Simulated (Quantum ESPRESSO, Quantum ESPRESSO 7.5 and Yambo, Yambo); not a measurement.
# A GW chain in Yambo: GaAs (F-43m)

How does a plane-wave GW calculation on GaAs (F-43m) run from the first input to the gap?

Main program and level: Quantum ESPRESSO 7.5 and Yambo 5.3.0; PBE and many-body steps on it, plane waves.

**The experiments to reproduce.**

- Gap 1.51 eV: band-edge emission energy from PL (direct gap at Gamma); photoluminescence, 633 nm excitation; 77 K; bulk crystal (MBE GaAs matrix around a thin InAs wetting layer on semi-insulating GaAs (100)) (“Photoluminescence of InAs/GaAs quantum dots under direct two-photon excitation”, 2020, pmc:7331710).

- Gap 1.412 ± 0.01 eV: direct gap E0 at Gamma from ellipsometry; variable-angle spectroscopic ellipsometry, parametric critical-point fit; 300 K; bulk crystal (semi-insulating GaAs(001) reference substrate with native oxide) (“Evidence of valence band perturbations in GaAsN/GaAs(001): A combined variable-angle spectroscopic ellipsometry and modulated photoreflectance investigation”, 2008, arxiv:0805.2212).

- Gap 1.42 eV: fundamental direct gap E0 at Gamma, seen as sharp points in Psi and Delta; spectroscopic ellipsometry; 300 K; bulk crystal (semi-insulating GaAs (100) substrate) (“Ellipsometric study of the Electronic Structure of GaMnAs and LT-GaAs”, 2004, arxiv:cond-mat/0404304).

- Gap 1.418 ± 0.005 eV: direct gap E0 at Gamma from PR; modulated photoreflectance, low-field lineshape fit; 300 K; bulk crystal (semi-insulating GaAs(001) reference substrate) (“Evidence of valence band perturbations in GaAsN/GaAs(001): A combined variable-angle spectroscopic ellipsometry and modulated photoreflectance investigation”, 2008, arxiv:0805.2212).

## (1) Set-up

The structure is cubic, space group F-43m (No. 216). Conventional cell: a = 5.654 Å, b = 5.654 Å, c = 5.654 Å, α = 90.00°, β = 90.00°, γ = 90.00°. Ga has 4 As at 2.45 Å nearest. As has 4 Ga at 2.45 Å nearest. Farther neighbours are not listed.

The cell and positions come from the Crystallography Open Database and are kept as given unless a step says otherwise.

## (2) Ground state

This step: Quantum ESPRESSO 7.5; DFT, PBE, plane waves, norm-conserving pseudopotentials.

The ground-state density comes first.

The input, pw.in:

```
&control
  calculation = 'scf'
  prefix = 'x'
  outdir = 'o'
  pseudo_dir = 'pseudo'
/
&system
  ibrav = 0
  nat = 2
  ntyp = 2
  ecutwfc = 104.0
  nbnd = 27
  force_symmorphic = .true.
/
&electrons
  conv_thr = 1e-10
  electron_maxstep = 80
  mixing_beta = 0.5
/
ATOMIC_SPECIES
  Ga 69.723 Ga.upf
  As 74.922 As.upf
CELL_PARAMETERS angstrom
  0.0000000000 2.8268500000 2.8268500000
  2.8268500000 0.0000000000 2.8268500000
  2.8268500000 2.8268500000 0.0000000000
ATOMIC_POSITIONS crystal
  Ga 0.0000000000 0.0000000000 0.0000000000
  As 0.2500000000 0.2500000000 0.2500000000
K_POINTS automatic
  6 6 6 0 0 0
```

Launch:

```sh
> OMP_NUM_THREADS=1 mpirun -n 4 pw.x -nk 4 -in pw.in > pw.out
```

The log of the run:

```text
Program PWSCF v.7.5 starts

     This program is part of the open-source Quantum ESPRESSO suite
     for quantum simulation of materials; please cite
         "P. Giannozzi et al., J. Phys.:Condens. Matter 21 395502 (2009);
         "P. Giannozzi et al., J. Phys.:Condens. Matter 29 465901 (2017);
         "P. Giannozzi et al., J. Chem. Phys. 152 154105 (2020);
     in publications or presentations arising from this work. More details at
     Message from routine setup:
     using ibrav=0 with symmetry is DISCOURAGED, use correct ibrav instead

     G-vector sticks info

     bravais-lattice index     =            0
     lattice parameter (alat)  =       7.5547  a.u.
     unit-cell volume          =     304.8842 (a.u.)^3
     number of atoms/cell      =            2
     number of atomic types    =            2
     number of electrons       =        44.00
     number of Kohn-Sham states=           27
     kinetic-energy cutoff     =     104.0000  Ry
     charge density cutoff     =     416.0000  Ry
     scf convergence threshold =      1.0E-10
     mixing beta               =       0.5000
     number of iterations used =            8  plain     mixing
     Exchange-correlation= PBE
                           (   1   4   3   4   0   0   0)

     celldm(1)=   7.554690  celldm(2)=   0.000000  celldm(3)=   0.000000
     celldm(4)=   0.000000  celldm(5)=   0.000000  celldm(6)=   0.000000

     crystal axes: (cart. coord. in units of alat)
               a(1) = (   0.000000   0.707107   0.707107 )
               a(2) = (   0.707107   0.000000   0.707107 )
               a(3) = (   0.707107   0.707107   0.000000 )

     reciprocal axes: (cart. coord. in units 2 pi/alat)
               b(1) = ( -0.707107  0.707107  0.707107 )
               b(2) = (  0.707107 -0.707107  0.707107 )
               b(3) = (  0.707107  0.707107 -0.707107 )
     Pseudo is Norm-conserving + core correction, Zval = 21.0
     Generated using ONCVPSP code by D. R. Hamann
     Using radial grid of 1902 points,  6 beta functions with:
     Pseudo is Norm-conserving + core correction, Zval = 23.0
     Generated using ONCVPSP code by D. R. Hamann
     Using radial grid of 1358 points,  6 beta functions with:
     Ga               21.00    69.72300     Ga( 1.00)
     As               23.00    74.92200     As( 1.00)

     24 Sym. Ops. (no inversion) found

   Cartesian axes

     site n.     atom                  positions (alat units)
         1        Ga     tau(   1) = (   0.0000000   0.0000000   0.0000000  )
         2        As     tau(   2) = (   0.3535534   0.3535534   0.3535534  )

     number of k points=    16
                       cart. coord. in units 2pi/alat
        k(    1) = (   0.0000000   0.0000000   0.0000000), wk =   0.0092593
        k(    2) = (   0.1178511   0.1178511  -0.1178511), wk =   0.0740741
        k(    3) = (   0.2357023   0.2357023  -0.2357023), wk =   0.0740741
        k(    4) = (  -0.3535534  -0.3535534   0.3535534), wk =   0.0370370
        k(    5) = (   0.2357023   0.0000000  -0.0000000), wk =   0.0555556
        k(    6) = (   0.3535534   0.1178511  -0.1178511), wk =   0.2222222
        k(    7) = (  -0.2357023  -0.4714045   0.4714045), wk =   0.2222222
        k(    8) = (  -0.1178511  -0.3535534   0.3535534), wk =   0.2222222
        k(    9) = (   0.0000000  -0.2357023   0.2357023), wk =   0.1111111
        k(   10) = (   0.4714045   0.0000000  -0.0000000), wk =   0.0555556
     [... 4 further rows ...]
        k(   15) = (  -0.1178511  -0.3535534   0.5892557), wk =   0.2222222
        k(   16) = (  -0.7071068   0.2357023   0.0000000), wk =   0.1111111

     Dense  grid:    43655 G-vectors     FFT dimensions: (  50,  50,  50)

     Initial potential from superposition of free atoms

     starting charge      43.9971, renormalised to      44.0000
     Starting wfcs are   26 randomized atomic wfcs +    1 random wfcs

     per-process dynamical memory:    37.3 Mb

     Self-consistent Calculation

     iteration #  1     ecut=   104.00 Ry     beta= 0.50

     Threshold (ethr) on eigenvalues was too large:
     Diagonalizing with lowered threshold

     total energy              =   -1107.20737927 Ry
     estimated scf accuracy    <       0.05039095 Ry

     iteration #  2     ecut=   104.00 Ry     beta= 0.50

     total energy              =   -1107.21379174 Ry
     estimated scf accuracy    <       0.00645506 Ry

     iteration #  3     ecut=   104.00 Ry     beta= 0.50

     total energy              =   -1107.21415456 Ry
     estimated scf accuracy    <       0.00109571 Ry

     iteration #  4     ecut=   104.00 Ry     beta= 0.50

     total energy              =   -1107.21420482 Ry
     estimated scf accuracy    <       0.00002493 Ry

     iteration #  5     ecut=   104.00 Ry     beta= 0.50

     total energy              =   -1107.21420988 Ry
     estimated scf accuracy    <       0.00000170 Ry

     iteration #  6     ecut=   104.00 Ry     beta= 0.50

     total energy              =   -1107.21421028 Ry
     estimated scf accuracy    <       0.00000013 Ry

     iteration #  7     ecut=   104.00 Ry     beta= 0.50

     total energy              =   -1107.21421032 Ry
     estimated scf accuracy    <       0.00000003 Ry

     iteration #  8     ecut=   104.00 Ry     beta= 0.50

     total energy              =   -1107.21421032 Ry
     estimated scf accuracy    <          8.6E-10 Ry

     iteration #  9     ecut=   104.00 Ry     beta= 0.50

     total energy              =   -1107.21421032 Ry
     estimated scf accuracy    <          2.5E-10 Ry

     iteration # 10     ecut=   104.00 Ry     beta= 0.50

     End of self-consistent calculation

          k = 0.0000 0.0000 0.0000 (  5577 PWs)   bands (ev):

  -174.9302-133.8474-118.3121-118.3121-118.3121 -84.5719 -84.5719 -84.5719
   -25.3230 -25.3230 -25.3230 -25.3139 -25.3139  -4.9669  -4.9669  -4.9669
    -4.8900  -4.8900  -2.8986   9.8275   9.8275   9.8275  10.3456  13.5642
    13.5642  13.5642  17.4293

          k = 0.1179 0.1179-0.1179 (  5468 PWs)   bands (ev):

  -174.9302-133.8474-118.3121-118.3121-118.3121 -84.5717 -84.5717 -84.5717
   -25.3229 -25.3227 -25.3227 -25.3138 -25.3138  -4.9893  -4.9604  -4.9604
    -4.8897  -4.8897  -2.5782   7.1174   9.4474   9.4474  11.4632  14.1115
    14.1115  14.5145  18.7830

          k = 0.2357 0.2357-0.2357 (  5450 PWs)   bands (ev):

  -174.9302-133.8474-118.3121-118.3121-118.3121 -84.5717 -84.5717 -84.5717
   -25.3228 -25.3223 -25.3223 -25.3137 -25.3137  -5.0291  -4.9506  -4.9506
    -4.8878  -4.8878  -1.7513   4.4525   8.9016   8.9016  11.0469  14.5309
    14.5309  17.0827  18.6033

          k =-0.3536-0.3536 0.3536 (  5444 PWs)   bands (ev):

     [... further k-points ...]

     highest occupied, lowest unoccupied level (ev):     9.8275   10.3456

!    total energy              =   -1107.21421032 Ry
     estimated scf accuracy    <          3.5E-12 Ry

     The total energy is the sum of the following terms:
     one-electron contribution =    -990.29940325 Ry
     hartree contribution      =     478.90442036 Ry
     xc contribution           =    -107.04971776 Ry
     ewald contribution        =    -488.76950967 Ry

     convergence has been achieved in  10 iterations

     XML data file, charge density, pseudopotentials, collected wavefunctions

=------------------------------------------------------------------------------=
   JOB DONE.
=------------------------------------------------------------------------------=
```

Wall time 13 s (4 MPI ranks of Arm Neoverse V1, shared host); peak memory 0.34 GiB.

This step gave:

```yaml
total_energy: -15064.4168 eV
gap: 0.5181 eV
k_of_the_valence_top: 0, 0, 0
k_of_the_conduction_bottom: 0, 0, 0
least_direct_gap: 0.5181 eV
```

The gap is direct, at Γ.

## (3) Bands along the symmetry lines

Levels along a band path, at the cheap level, show where the edges lie and whether the meshes to come will hold them.

The input, pw.in:

```
&control
  calculation = 'bands'
  prefix = 'x'
  outdir = 'o'
  pseudo_dir = 'pseudo'
/
&system
  ibrav = 0
  nat = 2
  ntyp = 2
  ecutwfc = 104.0
  nbnd = 28
  force_symmorphic = .true.
/
&electrons
  conv_thr = 1e-9
  electron_maxstep = 80
  diago_full_acc = .true.
  diago_thr_init = 5e-6
/
ATOMIC_SPECIES
  Ga 69.723 Ga.upf
  As 74.922 As.upf
CELL_PARAMETERS angstrom
  0.0000000000 2.8268500000 2.8268500000
  2.8268500000 0.0000000000 2.8268500000
  2.8268500000 2.8268500000 0.0000000000
ATOMIC_POSITIONS crystal
  Ga 0.0000000000 0.0000000000 0.0000000000
  As 0.2500000000 0.2500000000 0.2500000000
K_POINTS crystal
  50
  0.00000000 0.00000000 0.00000000 1
  -0.06250000 -0.06250000 0.00000000 1
  -0.12500000 -0.12500000 0.00000000 1
  -0.18750000 -0.18750000 0.00000000 1
  -0.25000000 -0.25000000 0.00000000 1
  -0.31250000 -0.31250000 0.00000000 1
  -0.37500000 -0.37500000 0.00000000 1
  -0.43750000 -0.43750000 0.00000000 1
  -0.50000000 -0.50000000 0.00000000 1
  -0.48437500 -0.48437500 0.03125000 1
  -0.46875000 -0.46875000 0.06250000 1
  -0.45312500 -0.45312500 0.09375000 1
  -0.43750000 -0.43750000 0.12500000 1
  -0.42187500 -0.42187500 0.15625000 1
  -0.40625000 -0.40625000 0.18750000 1
  -0.39062500 -0.39062500 0.21875000 1
  -0.37500000 -0.37500000 0.25000000 1
  -0.37500000 0.00000000 0.37500000 1
  -0.32812500 0.00000000 0.32812500 1
  -0.28125000 0.00000000 0.28125000 1
  -0.23437500 0.00000000 0.23437500 1
  -0.18750000 0.00000000 0.18750000 1
  -0.14062500 0.00000000 0.14062500 1
  -0.09375000 0.00000000 0.09375000 1
  -0.04687500 0.00000000 0.04687500 1
  0.00000000 0.00000000 0.00000000 1
  0.00000000 0.00000000 0.06250000 1
  0.00000000 0.00000000 0.12500000 1
  0.00000000 0.00000000 0.18750000 1
  0.00000000 0.00000000 0.25000000 1
  0.00000000 0.00000000 0.31250000 1
  0.00000000 0.00000000 0.37500000 1
  0.00000000 0.00000000 0.43750000 1
  -0.00000000 -0.00000000 0.50000000 1
  -0.06250000 -0.03125000 0.46875000 1
  -0.12500000 -0.06250000 0.43750000 1
  -0.18750000 -0.09375000 0.40625000 1
  -0.25000000 -0.12500000 0.37500000 1
  -0.31250000 -0.15625000 0.34375000 1
  -0.37500000 -0.18750000 0.31250000 1
  -0.43750000 -0.21875000 0.28125000 1
  -0.50000000 -0.25000000 0.25000000 1
  -0.50000000 -0.28125000 0.21875000 1
  -0.50000000 -0.31250000 0.18750000 1
  -0.50000000 -0.34375000 0.15625000 1
  -0.50000000 -0.37500000 0.12500000 1
  -0.50000000 -0.40625000 0.09375000 1
  -0.50000000 -0.43750000 0.06250000 1
  -0.50000000 -0.46875000 0.03125000 1
  -0.50000000 -0.50000000 0.00000000 1
```

The log of the run:

```text
[banner, memory and clock lines left out]
Program PWSCF v.7.5 starts

     Atomic positions and unit cell read from directory:
     o/x.save/

     Message from routine setup:
     using ibrav=0 with symmetry is DISCOURAGED, use correct ibrav instead

     G-vector sticks info

     bravais-lattice index     =            0
     lattice parameter (alat)  =       7.5547  a.u.
     unit-cell volume          =     304.8842 (a.u.)^3
     number of atoms/cell      =            2
     number of atomic types    =            2
     number of electrons       =        44.00
     number of Kohn-Sham states=           28
     kinetic-energy cutoff     =     104.0000  Ry
     charge density cutoff     =     416.0000  Ry
     Exchange-correlation= PBE
                           (   1   4   3   4   0   0   0)

     celldm(1)=   7.554690  celldm(2)=   0.000000  celldm(3)=   0.000000
     celldm(4)=   0.000000  celldm(5)=   0.000000  celldm(6)=   0.000000

     crystal axes: (cart. coord. in units of alat)
               a(1) = (   0.000000   0.707107   0.707107 )
               a(2) = (   0.707107   0.000000   0.707107 )
               a(3) = (   0.707107   0.707107   0.000000 )

     reciprocal axes: (cart. coord. in units 2 pi/alat)
               b(1) = ( -0.707107  0.707107  0.707107 )
               b(2) = (  0.707107 -0.707107  0.707107 )
               b(3) = (  0.707107  0.707107 -0.707107 )
     Pseudo is Norm-conserving + core correction, Zval = 21.0
     Generated using ONCVPSP code by D. R. Hamann
     Using radial grid of 1902 points,  6 beta functions with:
     Pseudo is Norm-conserving + core correction, Zval = 23.0
     Generated using ONCVPSP code by D. R. Hamann
     Using radial grid of 1358 points,  6 beta functions with:
     Ga               21.00    69.72300     Ga( 1.00)
     As               23.00    74.92200     As( 1.00)

     24 Sym. Ops. (no inversion) found

   Cartesian axes

     site n.     atom                  positions (alat units)
         1        Ga     tau(   1) = (   0.0000000   0.0000000   0.0000000  )
         2        As     tau(   2) = (   0.3535534   0.3535534   0.3535534  )

     number of k points=    50
                       cart. coord. in units 2pi/alat
        k(    1) = (   0.0000000   0.0000000   0.0000000), wk =   0.0400000
        k(    2) = (   0.0000000   0.0000000  -0.0883883), wk =   0.0400000
        k(    3) = (   0.0000000   0.0000000  -0.1767767), wk =   0.0400000
[...]
[... 38 further rows ...]
        k(   49) = (   0.0441942  -0.0000000  -0.7071068), wk =   0.0400000
        k(   50) = (   0.0000000   0.0000000  -0.7071068), wk =   0.0400000

     Dense  grid:    43655 G-vectors     FFT dimensions: (  50,  50,  50)

     The potential is recalculated from file :
     o/x.save/charge-density

     Starting wfcs are   26 randomized atomic wfcs +    2 random wfcs

     Band Structure Calculation

     End of band structure calculation

          k = 0.0000 0.0000 0.0000 (  5577 PWs)   bands (ev):

  -174.9302-133.8474-118.3121-118.3121-118.3121 -84.5719 -84.5719 -84.5719
   -25.3230 -25.3230 -25.3230 -25.3139 -25.3139  -4.9669  -4.9669  -4.9669
    -4.8900  -4.8900  -2.8986   9.8275   9.8275   9.8275  10.3456  13.5642
    13.5642  13.5642  17.4293  19.9896

          k = 0.0000 0.0000-0.0884 (  5493 PWs)   bands (ev):

  -174.9302-133.8473-118.3121-118.3121-118.3121 -84.5718 -84.5718 -84.5716
   -25.3230 -25.3229 -25.3229 -25.3139 -25.3139  -4.9724  -4.9645  -4.9645
[...]
13.8379  13.8379  17.7842  19.1099

          k = 0.0000 0.0000-0.1768 (  5481 PWs)   bands (ev):

  -174.9302-133.8473-118.3121-118.3121-118.3121 -84.5717 -84.5717 -84.5717
[...]
14.5248  14.5248  17.8744  18.7335

          k =-0.0000 0.0000-0.2652 (  5457 PWs)   bands (ev):

[...]
k = 0.0000 0.0000-0.3536 (  5457 PWs)   bands (ev):

[...]
k = 0.0000-0.0000-0.4419 (  5465 PWs)   bands (ev):

[...]
k =-0.0000 0.0000-0.5303 (  5482 PWs)   bands (ev):

[...]
k = 0.0000-0.0000-0.6187 (  5458 PWs)   bands (ev):

[...]
k = 0.5303-0.0000-0.5303 (  5452 PWs)   bands (ev):

[...]
k = 0.0000 0.0000 0.0000 (  5577 PWs)   bands (ev):

[...]
k = 0.1326 0.0000-0.7071 (  5460 PWs)   bands (ev):

[...]
k = 0.0884-0.0000-0.7071 (  5456 PWs)   bands (ev):

[...]
k = 0.0442-0.0000-0.7071 (  5458 PWs)   bands (ev):

  -174.9302-133.8473-118.3121-118.3121-118.3121 -84.5718 -84.5717 -84.5717
[...]
19.8360  19.8531  20.8126  22.7122

          k = 0.0000 0.0000-0.7071 (  5434 PWs)   bands (ev):

  -174.9302-133.8473-118.3121-118.3121-118.3121 -84.5717 -84.5717 -84.5717
   -25.3239 -25.3212 -25.3212 -25.3144 -25.3129  -5.0786  -4.9169  -4.9169
    -4.9153  -4.8771  -0.3967   3.0132   7.1516   7.1516  11.2971  11.4903
    20.0046  20.0046  20.8150  23.1525

     XML data file, pseudopotentials, collected wavefunctions
```

It took 7.9 s on 4 MPI ranks; peak memory 0.27 GiB.

This step gave:

```
gap                        : 0.5181 eV
k of the valence top       : 0, 0, 0
k of the conduction bottom : 0, 0, 0
least direct gap           : 0.5181 eV
```

The gap is 0.518 eV, as in the run before at this level.

Electronic bands along the path, in eV, zero at the top of the highest filled band:

| point | band 19 | band 20 | band 21 | band 22 | band 23 | band 24 | band 25 | band 26 |
| --- | --- | --- | --- | --- | --- | --- | --- | --- |
| Γ | -12.73 | 0.00 | 0.00 | 0.00 | 0.52 | 3.74 | 3.74 | 3.74 |
| halfway | -11.80 | -4.09 | -1.69 | -1.69 | 1.99 | 3.27 | 6.62 | 6.62 |
| X | -10.22 | -6.81 | -2.68 | -2.68 | 1.47 | 1.66 | 10.18 | 10.18 |
| halfway | -10.21 | -6.77 | -3.20 | -2.57 | 1.66 | 2.57 | 9.21 | 9.42 |
| U | -10.26 | -6.63 | -3.86 | -2.26 | 1.97 | 4.64 | 7.96 | 8.07 |
| jump to K | -10.26 | -6.63 | -3.86 | -2.26 | 1.97 | 4.64 | 7.96 | 8.07 |
| halfway | -11.71 | -4.56 | -2.44 | -0.68 | 2.69 | 4.77 | 4.81 | 5.65 |
| Γ | -12.73 | 0.00 | 0.00 | 0.00 | 0.52 | 3.74 | 3.74 | 3.74 |
| halfway | -12.03 | -4.14 | -0.68 | -0.68 | 1.45 | 4.60 | 4.60 | 5.96 |
| L | -10.96 | -6.63 | -1.14 | -1.14 | 1.00 | 4.64 | 4.64 | 7.76 |
| halfway | -10.62 | -6.48 | -3.22 | -1.94 | 3.03 | 4.17 | 6.35 | 7.70 |
| W | -10.17 | -6.63 | -3.53 | -3.34 | 4.62 | 4.73 | 5.42 | 6.05 |
| halfway | -10.20 | -6.73 | -3.14 | -3.04 | 2.56 | 2.76 | 8.15 | 8.36 |
| X | -10.22 | -6.81 | -2.68 | -2.68 | 1.47 | 1.66 | 10.18 | 10.18 |

The electronic bands as a text plot (rows in eV, shown from -8.0 to 6.5 only):

```
    6.2 |                  +++              +         ++ +++
    5.6 |    +              +++++++                  +  ++++
    5.0 |                       +  ++      +      +++    ++
    4.4 |  ++             +      ++      +++++++++++++++++++
    3.8 |++              +         ++++++++             +   +
    3.2 |  +++++        +                             ++
    2.6 |  +++  +++    +    +++++++                  +       ++
    2.0 |     ++   ++ + ++++       ++               +         +++
    1.4 | +     ++++++++             +  ++++++++  ++            +
    0.8 |+                            ++        ++
    0.2 |*                           ****
   -0.4 | ***                   ******   ****
   -1.0 | *  *                **   ***  *    *******
   -1.6 |     **           ***   **               *****
   -2.3 |  **   ***     ***     *  **    **         *  *
   -2.9 |    *     *****      **           *         *  **   ****
   -3.5 |              ***  **   **                   *******
   -4.1 |     **          **                *
   -4.7 |                       *
   -5.3 |       **            **             **
   -5.9 |         *         **                 *
   -6.5 |          **  *****                    ****************
   -7.1 |            **                                         *
   -7.7 |
         Γ           X  U|K            Γ         L        W     X
```

(Part 1 of 3 ends here.)

[Paths, hosts, dates, memory and timing lines, banners, echoed tables and standing remarks are left out of the program output.]

[Logs are printed without paths, hosts, clocks, repeated set-up lines and the standing remarks that a program may print on its own settings, such as how far it seeks lower states.]

[Runs of the session that timed out or met a known fault of the program may be left out.]

[Hosts, paths, dates, database ids (printed as entryN), source tags and the programs' standing remarks are cut or masked in the printed files.]
